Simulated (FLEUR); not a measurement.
# CoSi2 (Fm-3m) in FLEUR: a series of runs

The runs below take CoSi2 through band structure, equation of state, with BLYP.

Everything below comes from runs of FLEUR MaX-R8.1 (later development tree). Logs are shortened: lines on timing, memory, paths and dates and some standing lists are left out, and cuts for length are marked.

### Step 1. The crystal as given

It takes space group Fm-3m (No. 225, cubic). Conventional cell: a = 5.356 Å, b = 5.356 Å, c = 5.356 Å, α = 90.00°, β = 90.00°, γ = 90.00°. Co (site symmetry m-3m) is surrounded by 8 Si at 2.32 Å. Around Si (site symmetry -43m) lie 4 Co at 2.32 Å.

### Step 2. Band structure, BLYP, collinear spin, ferromagnetic start

File inp.xml:

```xml
<?xml version="1.0" encoding="UTF-8" standalone="no"?>
<fleurInput fleurInputVersion="0.39">
   <comment>
      CoSi2                                                                                               
   </comment>
   <calculationSetup>
      <cutoffs Kmax="5.16" Gmax="16.0" GmaxXC="16.0" numbands="0"/>
      <scfLoop itmax="60" minDistance="0.00001" maxIterBroyd="15" imix="Anderson" alpha="0.05" precondParam="0.0" spinf="2.0" sdNocoIR="T"/>
      <coreElectrons ctail="T" frcor="F" kcrel="0" coretail_lmax="0"/>
      <xcFunctional name="LibXC" relativisticCorrections="F">
         <LibXCName exchange="gga_x_b88" correlation="gga_c_lyp"/>
      </xcFunctional>
      <magnetism jspins="2"/>
      <soc l_soc="F" theta="0.0" phi="0.0" spav="F"/>
      <expertModes spex="0" secvar="F"/>
      <geometryOptimization l_f="F" forcealpha="1.0" forcemix="BFGS" epsdisp="0.00001" epsforce="0.00001"/>
      <ldaU l_linMix="F" mixParam="0.05" spinf="1.0"/>
   </calculationSetup>
   <cell>
      <bzIntegration valenceElectrons="41.0" mode="hist" fermiSmearingEnergy="0.00183747">
         <kPointListSelection listName="default-1"/>
         <!-- k-points included here -->
         <xi:include xmlns:xi="http://www.w3.org/2001/XInclude" href="kpts.xml"> </xi:include>
      </bzIntegration>
      <!-- symmetry operations included here -->
[... 35 lines left out ...]
         <energyParameters s="3" p="3" d="3" f="4"/>
         <lo type="SCLO" l="0" n="2" eDeriv="0"/>
         <lo type="SCLO" l="1" n="2" eDeriv="0"/>
         <lo type="SCLO" l="2" n="3" eDeriv="2"/>
         <lo type="SCLO" l="3" n="4" eDeriv="2"/>
      </species>
   </atomSpecies>
   <atomGroups>
      <atomGroup species="Cobalt (Co2.000">
         <relPos label="                   1">.0000000000 .0000000000 .0000000000</relPos>
         <force calculate="T" relaxXYZ="TTT"/>
      </atomGroup>
      <atomGroup species="Silicon (Si)">
         <relPos label="                   2">-1.000/4.000 -1.000/4.000 -1.000/4.000</relPos>
         <relPos label="                   3">1.000/4.000 1.000/4.000 1.000/4.000</relPos>
         <force calculate="T" relaxXYZ="TTT"/>
      </atomGroup>
   </atomGroups>
   <output dos="F" band="F" slice="F">
      <checks vchk="F" cdinf="F"/>
      <bandDOS minEnergy="-.5*Htr" maxEnergy="0.5*Htr" sigma="0.015" storeEVData="T"/>
      <vacuumDOS vacdos="F" integ="F" star="F" nstars="0" locx1="0.0" locy1="0.0" locx2="0.0" locy2="0.0" nstm="0" tworkf="0.0"/>
      <unfoldingBand unfoldBand="F" supercellX="1" supercellY="1" supercellZ="1"/>
      <plotting iplot="0" polar="F">
         <plot TwoD="T" vec1="  1.0  0.0  0.0" vec2="  0.0  1.0  0.0" vec3="  0.0  0.0  1.0" zero="  0.0  0.0  0.0" file="plot"/>
      </plotting>
      <chargeDensitySlicing numkpt="0" minEigenval="0.0" maxEigenval="0.0" nnne="0" pallst="F"/>
      <specialOutput eonly="F"/>
      <moessbauerParams electricFieldGradient="T" isomerShift="T" coreHyperfine="T" valenceHyperfine="T"/>
      <magneticCircularDichroism mcd="F" energyLo="-10.0" energyUp="0.0"/>
   </output>
  <!-- We include the file relax.xml here to enable relaxations (see documentation) -->
  <xi:include xmlns:xi="http://www.w3.org/2001/XInclude" href="relax.xml"> <xi:fallback/> </xi:include>
</fleurInput>
```

File crystal.txt:

```
CoSi2
&input cartesian=F /
0.0000000000  2.6780000000  2.6780000000
2.6780000000  0.0000000000  2.6780000000
2.6780000000  2.6780000000  0.0000000000
1.8897261246
1.0 1.0 1.0

3
27 0.0000000000  0.0000000000  0.0000000000 : 2.000
14 0.7500000000  0.7500000000  0.7500000000
14 0.2500000000  0.2500000000  0.2500000000

&kpt div1=9 div2=9 div3=9 gamma=T /
```

File inp.xml (bands):

```
<?xml version="1.0" encoding="UTF-8" standalone="no"?>
<fleurInput fleurInputVersion="0.39">
   <comment>
      CoSi2                                                                                               
   </comment>
   <calculationSetup>
      <cutoffs Kmax="5.16" Gmax="16.0" GmaxXC="16.0" numbands="0"/>
      <scfLoop itmax="60" minDistance="0.00001" maxIterBroyd="15" imix="Anderson" alpha="0.05" precondParam="0.0" spinf="2.0" sdNocoIR="T"/>
      <coreElectrons ctail="T" frcor="F" kcrel="0" coretail_lmax="0"/>
      <xcFunctional name="LibXC" relativisticCorrections="F">
         <LibXCName exchange="gga_x_b88" correlation="gga_c_lyp"/>
      </xcFunctional>
      <magnetism jspins="2"/>
      <soc l_soc="F" theta="0.0" phi="0.0" spav="F"/>
      <expertModes spex="0" secvar="F"/>
      <geometryOptimization l_f="F" forcealpha="1.0" forcemix="BFGS" epsdisp="0.00001" epsforce="0.00001"/>
      <ldaU l_linMix="F" mixParam="0.05" spinf="1.0"/>
   </calculationSetup>
   <cell>
      <bzIntegration valenceElectrons="41.0" mode="hist" fermiSmearingEnergy="0.00183747">
         <kPointListSelection listName="path-1"/>
         <!-- k-points included here -->
         <xi:include xmlns:xi="http://www.w3.org/2001/XInclude" href="kpts.xml"> </xi:include>
      </bzIntegration>
      <!-- symmetry operations included here -->
      <xi:include xmlns:xi="http://www.w3.org/2001/XInclude" href="sym.xml"> </xi:include>
[... 34 lines left out ...]
         <energyParameters s="3" p="3" d="3" f="4"/>
         <lo type="SCLO" l="0" n="2" eDeriv="0"/>
         <lo type="SCLO" l="1" n="2" eDeriv="0"/>
         <lo type="SCLO" l="2" n="3" eDeriv="2"/>
         <lo type="SCLO" l="3" n="4" eDeriv="2"/>
      </species>
   </atomSpecies>
   <atomGroups>
      <atomGroup species="Cobalt (Co2.000">
         <relPos label="                   1">.0000000000 .0000000000 .0000000000</relPos>
         <force calculate="T" relaxXYZ="TTT"/>
      </atomGroup>
      <atomGroup species="Silicon (Si)">
         <relPos label="                   2">-1.000/4.000 -1.000/4.000 -1.000/4.000</relPos>
         <relPos label="                   3">1.000/4.000 1.000/4.000 1.000/4.000</relPos>
         <force calculate="T" relaxXYZ="TTT"/>
      </atomGroup>
   </atomGroups>
   <output dos="F" band="T" slice="F">
      <checks vchk="F" cdinf="F"/>
      <bandDOS minEnergy="-.5*Htr" maxEnergy="0.5*Htr" sigma="0.015" storeEVData="T"/>
      <vacuumDOS vacdos="F" integ="F" star="F" nstars="0" locx1="0.0" locy1="0.0" locx2="0.0" locy2="0.0" nstm="0" tworkf="0.0"/>
      <unfoldingBand unfoldBand="F" supercellX="1" supercellY="1" supercellZ="1"/>
      <plotting iplot="0" polar="F">
         <plot TwoD="T" vec1="  1.0  0.0  0.0" vec2="  0.0  1.0  0.0" vec3="  0.0  0.0  1.0" zero="  0.0  0.0  0.0" file="plot"/>
      </plotting>
      <chargeDensitySlicing numkpt="0" minEigenval="0.0" maxEigenval="0.0" nnne="0" pallst="F"/>
      <specialOutput eonly="F"/>
      <moessbauerParams electricFieldGradient="T" isomerShift="T" coreHyperfine="T" valenceHyperfine="T"/>
      <magneticCircularDichroism mcd="F" energyLo="-10.0" energyUp="0.0"/>
   </output>
  <!-- We include the file relax.xml here to enable relaxations (see documentation) -->
  <xi:include xmlns:xi="http://www.w3.org/2001/XInclude" href="relax.xml"> <xi:fallback/> </xi:include>
</fleurInput>
```

Potentials or basis: all-electron, FLAPW.

Started as:

```bash
inpgen -f crystal.txt -profile fastHighL
# inp.xml edited to the form shown
fleur_MPI
fleur_MPI   # second run, on inp.xml (bands)
```

The log of the run:

```text
Welcome to FLEUR        (www.flapw.de)
      MaX-Release 8.1          (www.max-centre.eu)
 func_ids         131         106         131         106
The functional 'Becke 88' is an exchange functional, it belongs to the 'GGA' family and is defined in the reference(s):
[1] A. D. Becke.,  Phys. Rev. A 38, 3098 (1988)
The functional 'Lee, Yang & Parr' is a correlation functional, it belongs to the 'GGA' family and is defined in the reference(s):
[1] C. Lee, W. Yang, and R. G. Parr.,  Phys. Rev. B 37, 785 (1988)
[2] B. Miehlich, A. Savin, H. Stoll, and H. Preuss.,  Chem. Phys. Lett. 157, 200 (1989)
 Using same functional for VXC and EXC

 ========== k-point set info ==========
 Selected k-point list: default-1
 k-point list type: mesh
 9 x 9 x 9
 Number of k points: 35

 ------------Calculation Setup---------------------------
 Number of MPI-tasks      :            1
 Number of PE/node        :            1
 Number of OMP-threads    :            1
 Most efficient MPI parallelization for:
           1           5           7          35
 Additional eigenvalue parallelization possible
 Number of basis functions:          717
 Approximate size of matrices (H+S) per k-point:         0.008 GB
 --------------------------------------------------------
 Iteration:     1   Distance:      35.40125324 me/bohr^3
 Iteration:     2   Distance:      29.49657762 me/bohr^3
 Iteration:     3   Distance:      23.69371396 me/bohr^3
 Iteration:     4   Distance:      24.57456676 me/bohr^3
 Iteration:     5   Distance:       7.89912142 me/bohr^3
 Iteration:     6   Distance:       8.91161651 me/bohr^3
 Iteration:     7   Distance:       4.63004606 me/bohr^3
 Iteration:     8   Distance:       4.13841659 me/bohr^3
 Iteration:     9   Distance:       0.94857358 me/bohr^3
 Iteration:    10   Distance:       1.73352376 me/bohr^3
[... 5 lines left out ...]
 Iteration:    16   Distance:       0.04525958 me/bohr^3
 Iteration:    17   Distance:       0.04122643 me/bohr^3
 Iteration:    18   Distance:       0.00834340 me/bohr^3
 Iteration:    19   Distance:       0.00279158 me/bohr^3
 Iteration:    20   Distance:       0.00111783 me/bohr^3
 Iteration:    21   Distance:       0.00048175 me/bohr^3
 Iteration:    22   Distance:       0.00012040 me/bohr^3
 Iteration:    23   Distance:       0.00004496 me/bohr^3
 Iteration:    24   Distance:       0.00002302 me/bohr^3
 Iteration:    25   Distance:       0.00000400 me/bohr^3

 ********************************************************************
 Run finished successfully
 Stop message:
   all done
 ********************************************************************
```

Run time: 4.4 min. Hardware: 1 thread of Arm Neoverse V2, shared host; peak memory 0.1 GiB.

What came out:

```
Free energy                                           : -53719.1275 eV
Band gap along the path                               : none (metal or under the smearing width)
Net moment                                            : 0.00 μB per cell
Valence electrons inside the program's atomic spheres : Co 16.10; Si 9.53 (radii Co 2.16, Si 1.9 bohr)
```

Levels at the corners of the path, in eV from the Fermi level:
Spin up:
| point | band 19 | band 20 | band 21 | band 22 | band 23 | band 24 |
| --- | --- | --- | --- | --- | --- | --- |
| Γ | 0.52 | 3.44 | 3.44 | 3.44 | 3.55 | 3.55 |
| X | -1.95 | -1.88 | -1.33 | 1.57 | 3.12 | 8.58 |
| W | -1.95 | -1.45 | -0.68 | 3.63 | 3.63 | 6.07 |
| K | -1.75 | -1.22 | -0.97 | 2.00 | 5.12 | 5.84 |
| Γ | 0.52 | 3.44 | 3.44 | 3.44 | 3.55 | 3.55 |
| L | -1.62 | -0.45 | -0.45 | 2.77 | 3.48 | 3.48 |
| U | -1.75 | -1.22 | -0.97 | 2.00 | 5.12 | 5.84 |
| W | -1.95 | -1.45 | -0.68 | 3.63 | 3.63 | 6.07 |
| L | -1.62 | -0.45 | -0.45 | 2.77 | 3.48 | 3.48 |
| K | -1.75 | -1.22 | -0.97 | 2.00 | 5.12 | 5.84 |
| U | -1.75 | -1.22 | -0.97 | 2.00 | 5.12 | 5.84 |
| X | -1.95 | -1.88 | -1.33 | 1.57 | 3.12 | 8.58 |
Spin down:
| point | band 18 | band 19 | band 20 | band 21 | band 22 | band 23 | band 24 | band 25 |
| --- | --- | --- | --- | --- | --- | --- | --- | --- |
| Γ | -1.90 | 0.52 | 3.44 | 3.44 | 3.44 | 3.55 | 3.55 | 3.55 |
| X | -1.95 | -1.95 | -1.88 | -1.33 | 1.57 | 3.12 | 8.58 | 9.50 |
| W | -2.28 | -1.95 | -1.45 | -0.68 | 3.63 | 3.63 | 6.07 | 6.71 |
| K | -2.23 | -1.75 | -1.22 | -0.97 | 2.00 | 5.12 | 5.84 | 7.52 |
| Γ | -1.90 | 0.52 | 3.44 | 3.44 | 3.44 | 3.55 | 3.55 | 3.55 |
| L | -1.62 | -1.62 | -0.45 | -0.45 | 2.77 | 3.48 | 3.48 | 4.26 |
| U | -2.23 | -1.75 | -1.22 | -0.97 | 2.00 | 5.12 | 5.84 | 7.52 |
| W | -2.28 | -1.95 | -1.45 | -0.68 | 3.63 | 3.63 | 6.07 | 6.71 |
| L | -1.62 | -1.62 | -0.45 | -0.45 | 2.77 | 3.48 | 3.48 | 4.26 |
| K | -2.23 | -1.75 | -1.22 | -0.97 | 2.00 | 5.12 | 5.84 | 7.52 |
| U | -2.23 | -1.75 | -1.22 | -0.97 | 2.00 | 5.12 | 5.84 | 7.52 |
| X | -1.95 | -1.95 | -1.88 | -1.33 | 1.57 | 3.12 | 8.58 | 9.50 |

Core levels (eV from the Fermi level):
| atom | levels |
| --- | --- |
| 1 Co | 1s1/2 -7586.3, 2s1/2 -891.3, 2p1/2 -772.4, 2p3/2 -757.6 |
| 2 Si | 1s1/2 -1782.1 |
| 3 Si | 1s1/2 -1782.1 |

Caveat: the starting moments collapsed, and a magnetic state may lie lower.

### Step 3. Equation of state, BLYP, collinear spin, ferromagnetic start, 12.04 Å³/atom (volume scaled by 0.94)

Changes to inp.xml since step 2:

```diff
@@ -6,3 +6,3 @@
    <calculationSetup>
-      <cutoffs Kmax="5.16" Gmax="16.0" GmaxXC="16.0" numbands="0"/>
+      <cutoffs Kmax="5.3" Gmax="16.4" GmaxXC="16.4" numbands="0"/>
       <scfLoop itmax="60" minDistance="0.00001" maxIterBroyd="15" imix="Anderson" alpha="0.05" precondParam="0.0" spinf="2.0" sdNocoIR="T"/>
@@ -26,3 +26,3 @@
       <xi:include xmlns:xi="http://www.w3.org/2001/XInclude" href="sym.xml"> </xi:include>
-      <bulkLattice scale="1.0">
+      <bulkLattice scale="0.9795861087">
          <bravaisMatrix>
@@ -36,3 +36,3 @@
       <species name="Cobalt (Co2.000" element="Co" atomicNumber="27">
-         <mtSphere radius="2.16" gridPoints="715" logIncrement="0.017"/>
+         <mtSphere radius="2.09" gridPoints="715" logIncrement="0.017"/>
          <atomicCutoffs lmax="9" lnonsphr="9"/>
@@ -52,3 +52,3 @@
       <species name="Silicon (Si)" element="Si" atomicNumber="14">
-         <mtSphere radius="1.9" gridPoints="629" logIncrement="0.018"/>
+         <mtSphere radius="1.85" gridPoints="629" logIncrement="0.018"/>
          <atomicCutoffs lmax="8" lnonsphr="8"/>
```

Potentials or basis: all-electron, FLAPW.

Started as:

```bash
inpgen -f crystal.txt -profile fastHighL
# inp.xml edited to the form shown
fleur_MPI
```

Run time: 4.1 min. Hardware: 1 thread of Arm Neoverse V2, shared host; peak memory 0.1 GiB.

Results (log left out):

- Free energy: -53718.9329 eV
- Band gap on the k mesh: none (metal or under the smearing width)
- Net moment: 0.00 μB per cell
- Valence electrons inside the program's atomic spheres: Co 15.96; Si 9.45 (radii Co 2.09, Si 1.85 bohr)

Caveat: the starting moments collapsed, and a magnetic state may lie lower.

### Step 4. Equation of state, BLYP, collinear spin, ferromagnetic start, 12.29 Å³/atom (volume scaled by 0.96)

Changes to inp.xml since step 3:

```diff
@@ -26,3 +26,3 @@
       <xi:include xmlns:xi="http://www.w3.org/2001/XInclude" href="sym.xml"> </xi:include>
-      <bulkLattice scale="0.9795861087">
+      <bulkLattice scale="0.9864848297">
          <bravaisMatrix>
```

Started as:

```bash
inpgen -f crystal.txt -profile fastHighL
# inp.xml edited to the form shown
fleur_MPI
```

Wall time 4.3 min (1 thread of Arm Neoverse V2, shared host); peak memory 0.1 GiB.

It converged, with:

- Free energy: -53719.0188 eV
- Band gap on the k mesh: none (metal or under the smearing width)
- Net moment: 0.00 μB per cell
- Valence electrons inside the program's atomic spheres: Co 15.93; Si 9.43 (radii Co 2.09, Si 1.85 bohr)

Caveat: the starting moments collapsed, and a magnetic state may lie lower.

### Step 5. Equation of state, BLYP, collinear spin, ferromagnetic start, 12.80 Å³/atom

Changes to inp.xml since step 4:

```diff
@@ -26,3 +26,3 @@
       <xi:include xmlns:xi="http://www.w3.org/2001/XInclude" href="sym.xml"> </xi:include>
-      <bulkLattice scale="0.9864848297">
+      <bulkLattice scale="1.0000000000">
          <bravaisMatrix>
```

Started as:

```bash
inpgen -f crystal.txt -profile fastHighL
# inp.xml edited to the form shown
fleur_MPI
```

It took 5 min on 1 thread of Arm Neoverse V2, shared host; peak memory 0.1 GiB.

Results (log left out):

| Quantity | Value |
| --- | --- |
| Free energy | -53719.1274 eV |
| Band gap on the k mesh | none (metal or under the smearing width) |
| Net moment | 0.00 μB per cell |
| Valence electrons inside the program's atomic spheres | Co 15.86; Si 9.40 (radii Co 2.09, Si 1.85 bohr) |

Caveat: the starting moments collapsed, and a magnetic state may lie lower.

### Step 6. Equation of state, BLYP, collinear spin, ferromagnetic start, 13.57 Å³/atom (volume scaled by 1.06)

Changes to inp.xml since step 5:

```diff
@@ -26,3 +26,3 @@
       <xi:include xmlns:xi="http://www.w3.org/2001/XInclude" href="sym.xml"> </xi:include>
-      <bulkLattice scale="1.0000000000">
+      <bulkLattice scale="1.0196128224">
          <bravaisMatrix>
```

Potentials or basis: all-electron, FLAPW.

Started as:

```bash
inpgen -f crystal.txt -profile fastHighL
# inp.xml edited to the form shown
fleur_MPI
```

Run time: 5.3 min. Hardware: 1 thread of Arm Neoverse V2, shared host; peak memory 0.1 GiB.

Results (log left out):

```yaml
Free_energy: -53719.1608 eV
Band_gap_on_the_k_mesh: none (metal or under the smearing width)
Net_moment: 0.00 μB per cell
Valence_electrons_inside_the_program's_atomic_spheres: Co 15.77; Si 9.37 (radii Co 2.09, Si 1.85 bohr)
```

Caveat: the starting moments collapsed, and a magnetic state may lie lower.
